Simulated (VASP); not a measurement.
# Ta in VASP: further runs

Aim: see how the results for Ta move with the level of theory and the settings. Levels: PBE, LDA. Tasks: core levels.

Everything below comes from runs of VASP 6.6.1. Logs are shortened: lines on timing, memory, paths and dates and some standing lists are left out, and cuts for length are marked.

## Step 1: Starting point

The cell holds a slab with vacuum, 16 atoms: a = 4.695 Å, b = 4.695 Å, c = 28.376 Å, α = 90.00°, β = 90.00°, γ = 120.00°.

The cell was built by a generator and needn't be a form met in nature.

## Step 2: Core levels, PBE

INCAR reads:

```
SYSTEM = Ta
PREC     = Accurate       ! precision mode
ENCUT    = 520            ! plane-wave cutoff, eV
EDIFF    = 1E-7           ! SCF threshold, eV
ISMEAR   = 1              ! smearing method
SIGMA    = 0.1            ! smearing width, eV
LREAL    = .FALSE.        ! projectors in reciprocal space
LASPH    = .TRUE.         ! aspherical terms in the spheres
NELM     = 60             ! most SCF steps
ALGO     = Fast           ! electronic algorithm
ISIF     = 2              ! what is computed and relaxed
LWAVE    = .FALSE.        ! write WAVECAR
LCHARG   = .FALSE.        ! write CHGCAR
GGA      = PE             ! functional
ICORELEVEL= 1            
KPAR     = 2
```

KPOINTS reads:

```
regular mesh
0
G
  10 10 1
  0 0 0
```

POSCAR reads:

```
Ta                                      
1.0
    4.6951890271      0.0000000000      0.0000000000
   -2.3475945135      4.0661529730      0.0000000000
    0.0000000000      0.0000000000     28.3760217028
  Ta            
    16
Direct
     0.0000000000000000    0.0000000000000000    0.2577378229201752
     0.6666666667000030    0.3333333332999970    0.2825938206238525
     0.3333333332999970    0.6666666667000030    0.3105279115237852
     0.0000000000000000    0.0000000000000000    0.3500419361243005
     0.6666666667000030    0.3333333332999970    0.3815792716891345
     0.3333333332999970    0.6666666667000030    0.4144041569205442
     0.0000000000000000    0.0000000000000000    0.4490366599964589
     0.6666666667000030    0.3333333332999970    0.4823422430283336
     0.3333333332999970    0.6666666667000030    0.5176577569716664
     0.0000000000000000    0.0000000000000000    0.5509633400035412
     0.6666666667000030    0.3333333332999970    0.5855958430794558
     0.3333333332999970    0.6666666667000030    0.6184207283108656
     0.0000000000000000    0.0000000000000000    0.6499580638756999
     0.6666666667000030    0.3333333332999970    0.6894720884762150
     0.3333333332999970    0.6666666667000030    0.7174061793761476
     0.0000000000000000    1.0000000000000000    0.7422621770798249
```

Potentials or basis: VASP PAW PBE potentials, release 64 (Ta_pv).

The run is started by

```
cat potpaw_PBE.64/Ta_pv/POTCAR > POTCAR
mpirun -np 2 vasp_std > vasp.out
```

OUTCAR:

```text
SYSTEM = Ta
   PREC = Accurate
   ENCUT = 520
   EDIFF = 1E-7
   ISMEAR = 1
   LREAL = .FALSE.
   LASPH = .TRUE.
   NELM = 60
   ISIF = 2
   GGA = PE

 ion  position               nearest neighbor table
   1  0.000  0.000  0.258-   4 2.62   2 2.80   2 2.80   2 2.80   3 3.10   3 3.10   3 3.10
   2  0.667  0.333  0.283-   1 2.80   1 2.80   1 2.80   5 2.81   3 2.82   3 2.82   3 2.82   4 3.32
                             4 3.32   4 3.32
   3  0.333  0.667  0.311-   2 2.82   2 2.82   2 2.82   4 2.93   4 2.93   4 2.93   6 2.95   1 3.10
                             1 3.10   1 3.10   5 3.38   5 3.38   5 3.38
   4  0.000  0.000  0.350-   1 2.62   7 2.81   5 2.85   5 2.85   5 2.85   3 2.93   3 2.93   3 2.93
                             6 3.27   6 3.27   6 3.27   2 3.32   2 3.32   2 3.32
   5  0.667  0.333  0.382-   2 2.81   4 2.85   4 2.85   4 2.85   8 2.86   6 2.87   6 2.87   6 2.87
                             7 3.32   7 3.32   7 3.32   3 3.38   3 3.38   3 3.38
   6  0.333  0.667  0.414-   5 2.87   5 2.87   5 2.87   7 2.88   7 2.88   7 2.88   9 2.93   3 2.95
                             4 3.27   4 3.27   4 3.27   8 3.33   8 3.33   8 3.33
   7  0.000  0.000  0.449-   4 2.81   8 2.87   8 2.87   8 2.87   6 2.88   6 2.88   6 2.88  10 2.89
                             5 3.32   5 3.32   5 3.32   9 3.34   9 3.34   9 3.34
   8  0.667  0.333  0.482-   5 2.86   7 2.87   7 2.87   7 2.87   9 2.89   9 2.89   9 2.89  11 2.93
                             6 3.33   6 3.33   6 3.33  10 3.34  10 3.34  10 3.34
   9  0.333  0.667  0.518-  12 2.86  10 2.87  10 2.87  10 2.87   8 2.89   8 2.89   8 2.89   6 2.93
                            11 3.33  11 3.33  11 3.33   7 3.34   7 3.34   7 3.34
  10  0.000  0.000  0.551-  13 2.81   9 2.87   9 2.87   9 2.87  11 2.88  11 2.88  11 2.88   7 2.89
                            12 3.32  12 3.32  12 3.32   8 3.34   8 3.34   8 3.34
  11  0.667  0.333  0.586-  12 2.87  12 2.87  12 2.87  10 2.88  10 2.88  10 2.88   8 2.93  14 2.95
                            13 3.27  13 3.27  13 3.27   9 3.33   9 3.33   9 3.33
  12  0.333  0.667  0.618-  15 2.81  13 2.85  13 2.85  13 2.85   9 2.86  11 2.87  11 2.87  11 2.87
                            10 3.32  10 3.32  10 3.32  14 3.38  14 3.38  14 3.38
  13  0.000  0.000  0.650-  16 2.62  10 2.81  12 2.85  12 2.85  12 2.85  14 2.93  14 2.93  14 2.93
                            11 3.27  11 3.27  11 3.27  15 3.32  15 3.32  15 3.32
  14  0.667  0.333  0.689-  15 2.82  15 2.82  15 2.82  13 2.93  13 2.93  13 2.93  11 2.95  16 3.10
                            16 3.10  16 3.10  12 3.38  12 3.38  12 3.38
  15  0.333  0.667  0.717-  16 2.80  16 2.80  16 2.80  12 2.81  14 2.82  14 2.82  14 2.82  13 3.32
                            13 3.32  13 3.32
  16  0.000  0.000  0.742-  13 2.62  15 2.80  15 2.80  15 2.80  14 3.10  14 3.10  14 3.10

  LATTYP: Found a hexagonal cell.
 ALAT       =     4.6951890271
 C/A-ratio  =     6.0436377618

  Lattice vectors:

 A1 = (   4.6951890271,   0.0000000000,   0.0000000000)
 A2 = (  -2.3475945135,   4.0661529730,   0.0000000000)
 A3 = (   0.0000000000,   0.0000000000,  28.3760217028)

Analysis of symmetry for initial positions (statically):
=====================================================================
[... 202 lines left out ...]
   4-  1s -67335.8764  2s -11561.6230  2p -10128.8009  3s  -2643.1703  3p  -2217.2128
       3d  -1720.9431  4s   -533.2550  4p   -393.5750  4d   -214.9687  4f    -17.6170
       5s    -65.8605
   5-  1s -67335.8502  2s -11561.5878  2p -10128.7664  3s  -2643.1276  3p  -2217.1701
       3d  -1720.9011  4s   -533.2009  4p   -393.5197  4d   -214.9117  4f    -17.5546
       5s    -65.7775
   6-  1s -67336.1094  2s -11561.8566  2p -10129.0349  3s  -2643.3908  3p  -2217.4331
       3d  -1721.1657  4s   -533.4548  4p   -393.7728  4d   -215.1642  4f    -17.8012
[... 17 lines left out ...]
       3d  -1720.9011  4s   -533.2009  4p   -393.5197  4d   -214.9117  4f    -17.5546
       5s    -65.7775
  13-  1s -67335.8764  2s -11561.6230  2p -10128.8009  3s  -2643.1703  3p  -2217.2128
       3d  -1720.9431  4s   -533.2550  4p   -393.5750  4d   -214.9687  4f    -17.6170
       5s    -65.8605
  14-  1s -67336.4222  2s -11562.1655  2p -10129.3443  3s  -2643.6915  3p  -2217.7339
       3d  -1721.4676  4s   -533.7432  4p   -394.0599  4d   -215.4497  4f    -18.0804
       5s    -66.2561
  15-  1s -67336.0355  2s -11561.7477  2p -10128.9282  3s  -2643.2830  3p  -2217.3256
       3d  -1721.0556  4s   -533.3514  4p   -393.6696  4d   -215.0601  4f    -17.7010
       5s    -65.9182
  16-  1s -67336.6967  2s -11562.3798  2p -10129.5629  3s  -2643.8981  3p  -2217.9408
       3d  -1721.6718  4s   -533.9417  4p   -394.2572  4d   -215.6437  4f    -18.2712
       5s    -66.4397

 E-fermi :   1.2121     XC(G=0):  -7.5135

 val. band max:        1.2080229536   @ k =   0.3000   0.2000   0.0000
 cond. band min:       1.2201652883   @ k =   0.2000   0.2000   0.0000
 fundamental gap:      0.0121423347
 Fermi energy:         1.2120758226

 k-point     1 :       0.0000    0.0000    0.0000
  band No.  band energies     occupation
      1     -33.2484      2.00000
      2     -33.2440      2.00000
      3     -33.0463      2.00000
      4     -33.0463      2.00000
      5     -33.0463      2.00000
      6     -33.0463      2.00000
[... 233 lines left out ...]
     24     -32.4992      2.00000
     25     -32.4835      2.00000

------------------------ aborting loop because EDIFF is reached ----------------------------------------

  FORCE on cell =-STRESS in cart. coord.  units (eV):
  Direction    XX          YY          ZZ          XY          YZ          ZX
  --------------------------------------------------------------------------------------
  -------------------------------------------------------------------------------------
  Total       -3.3359623     -3.3359623     -0.4904458     -0.0000000      0.0000000     -0.0000000
  in kB       -9.8660524     -9.8660524     -1.4504853     -0.0000000      0.0000000     -0.0000000
  external PRESSURE =      -7.0608633 kB  Pullay stress =       0.0000000 kB

 VOLUME and BASIS-vectors are now :
 -----------------------------------------------------------------------------
  energy-cutoff  :      520.00
  volume of cell :      541.74
      direct lattice vectors                 reciprocal lattice vectors
     4.695189027  0.000000000  0.000000000     0.212983970  0.122966353  0.000000000
    -2.347594513  4.066152973  0.000000000     0.000000000  0.245932705  0.000000000
     0.000000000  0.000000000 28.376021703     0.000000000  0.000000000  0.035241022

 POSITION                                       TOTAL-FORCE (eV/Angst)
 -----------------------------------------------------------------------------------
      0.00000      0.00000      7.31357         0.000000      0.000000     -0.001172
      2.34759      1.35538      8.01889        -0.000000      0.000000      0.015873
     -0.00000      2.71077      8.81155         0.000000     -0.000000      0.012203
      0.00000      0.00000      9.93280         0.000000      0.000000      0.010057
      2.34759      1.35538     10.82770        -0.000000      0.000000     -0.000883
     -0.00000      2.71077     11.75914         0.000000      0.000000     -0.002253
[... 8 lines left out ...]
     -0.00000      2.71077     20.35713        -0.000000      0.000000     -0.015873
      0.00000      0.00000     21.06245         0.000000     -0.000000      0.001172
 -----------------------------------------------------------------------------------
    total drift:                               -0.000000      0.000000      0.000000

  FREE ENERGIE OF THE ION-ELECTRON SYSTEM (eV)
  ---------------------------------------------------
  free  energy   TOTEN  =      -182.4951423332 eV

  energy  without entropy=     -182.5051611863  energy(sigma->0) =     -182.49848195
```

OSZICAR:

```text
N       E                     dE             d eps       ncg     rms          rms(c)
DAV:   1     0.178179021428E+04    0.17818E+04   -0.99603E+04  3596   0.158E+03
DAV:   2    -0.102240494634E+03   -0.18840E+04   -0.18408E+04  3322   0.453E+02
DAV:   3    -0.191726750154E+03   -0.89486E+02   -0.84539E+02  3848   0.817E+01
[... 24 lines left out ...]
RMM:  28    -0.182495136806E+03   -0.23908E-04   -0.17774E-06  3227   0.182E-03    0.702E-04
RMM:  29    -0.182495140798E+03   -0.39923E-05   -0.44062E-07  2436   0.888E-04    0.582E-04
RMM:  30    -0.182495142107E+03   -0.13087E-05   -0.22196E-07  2277   0.677E-04    0.436E-04
RMM:  31    -0.182495142272E+03   -0.16462E-06   -0.62470E-08  1479   0.369E-04    0.163E-04
RMM:  32    -0.182495142333E+03   -0.61667E-07   -0.24268E-08  1288   0.295E-04
   1 F= -.18249514E+03 E0= -.18249848E+03  d E =0.100189E-01
```

Run time: 25 min. Hardware: 2 MPI ranks of Intel Xeon Platinum 8488C (Sapphire Rapids), shared host; peak memory 0.91 GiB.

What came out:

```
Free energy            : -182.4951 eV
Largest force          : 0.019 eV/Å
Band gap on the k mesh : none (metal or under the smearing width)
```

Forces on the atoms (eV/Å):
```
Ta   0.000  0.000 -0.001
Ta   0.000  0.000  0.016
Ta   0.000  0.000  0.012
Ta   0.000  0.000  0.010
Ta   0.000  0.000 -0.001
Ta   0.000  0.000 -0.002
Ta   0.000  0.000 -0.004
Ta   0.000  0.000  0.019
Ta   0.000  0.000 -0.019
Ta   0.000  0.000  0.004
Ta   0.000  0.000  0.002
Ta   0.000  0.000  0.001
Ta   0.000  0.000 -0.010
Ta   0.000  0.000 -0.012
Ta   0.000  0.000 -0.016
Ta   0.000  0.000  0.001
```

Core levels (eV, on the scale of the bands):
```csv
atom,levels
1 Ta,"1s -67336.7, 2s -11562.4, 2p -10129.6, 3s -2643.9, 3p -2217.9, 3d -1721.7, 4s -533.9, 4p -394.3, 4d -215.6, 4f -18.3, 5s -66.4"
2 Ta,"1s -67336.0, 2s -11561.7, 2p -10128.9, 3s -2643.3, 3p -2217.3, 3d -1721.1, 4s -533.4, 4p -393.7, 4d -215.1, 4f -17.7, 5s -65.9"
3 Ta,"1s -67336.4, 2s -11562.2, 2p -10129.3, 3s -2643.7, 3p -2217.7, 3d -1721.5, 4s -533.7, 4p -394.1, 4d -215.4, 4f -18.1, 5s -66.3"
4 Ta,"1s -67335.9, 2s -11561.6, 2p -10128.8, 3s -2643.2, 3p -2217.2, 3d -1720.9, 4s -533.3, 4p -393.6, 4d -215.0, 4f -17.6, 5s -65.9"
5 Ta,"1s -67335.9, 2s -11561.6, 2p -10128.8, 3s -2643.1, 3p -2217.2, 3d -1720.9, 4s -533.2, 4p -393.5, 4d -214.9, 4f -17.6, 5s -65.8"
6 Ta,"1s -67336.1, 2s -11561.9, 2p -10129.0, 3s -2643.4, 3p -2217.4, 3d -1721.2, 4s -533.5, 4p -393.8, 4d -215.2, 4f -17.8, 5s -66.0"
```

Spin-orbit coupling is left out, which matters for the levels of Ta.

(Continued in part 2 of 2.)
